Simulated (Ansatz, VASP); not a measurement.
One calculation of Pb, two programs

```xyz
1
Lattice="3.2195 0.0000 0.0000 0.0000 3.2195 0.0000 0.0000 0.0000 3.2195" Properties=species:S:1:pos:R:3 pbc="T T T"
Pb    0.0000    0.0000    0.0000
```

Alike in both runs: task relaxation of cell and atoms; functional PBE; k mesh 11 × 11 × 11; occupations fermi-dirac, width 0.08 eV; no spin polarisation.

|  | VASP | Ansatz |
| --- | --- | --- |
| version | VASP 6.6.1 | Ansatz 0.2.0 |
| potentials or method | VASP PAW PBE potentials, release 64 (Pb_d) | PAW with Ansatz's default frozen-core files, scalar-relativistic |
| plane-wave cutoff (eV) | 600 | 420 |
| valence electrons in the cell | 14 | 14 |

|  | VASP | Ansatz | Ansatz less VASP |
| --- | --- | --- | --- |
| relaxed volume (Å³/atom) | 34.47 | 34.52 | +0.047 |
| relaxed cell length with the largest relative difference (Å) | 3.254 | 3.256 | +0.0015 |
| energy change over the relaxation (meV/atom) | -4 | -4 | 0.0 |

The runs have no spin-orbit coupling, so splittings on Pb are missing.
